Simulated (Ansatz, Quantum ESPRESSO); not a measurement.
# In2Se2, 1 layer: the energy at a withheld member of a series

Method. Quantum ESPRESSO 7.5, PBE, GBRV ultrasoft. Cell and atoms are first relaxed; each strained cell is then held and the atoms relax in it. A periodic run with 15 Å of vacuum in the starting cell gives the vacuum levels, and bands follow along a path. The series steps biaxial strain. Energies count from the lowest.

| biaxial strain | energy (eV) |
| --- | --- |
| -4 % | 0.1007 |
| -3 % | 0.0555 |
| -2 % | 0.0243 |
| -1 % | 0.0061 |
| 0 % | 0.0000 |
| 1 % | 0.0053 |
| 2 % | 0.0212 |
| 3 % | 0.0470 |

To predict: What is the energy at 4 %?

By hand: The rows at 2 % and 3 % give a slope of (0.0470 − (0.0212))/(3 − (2)) = 0.0258, so a straight line gives 0.0728 eV. A parabola through these and the row at 1 % gives 0.0827 eV.

What the calculation gave: 0.0820 eV. The line misses by −0.0092 and the parabola by +0.0007 eV. The parabola does better.

**Limits.** Semilocal gaps are too small; the 1×1 cell can't ripple over many cells under compression as a free sheet would. No spin-orbit coupling.
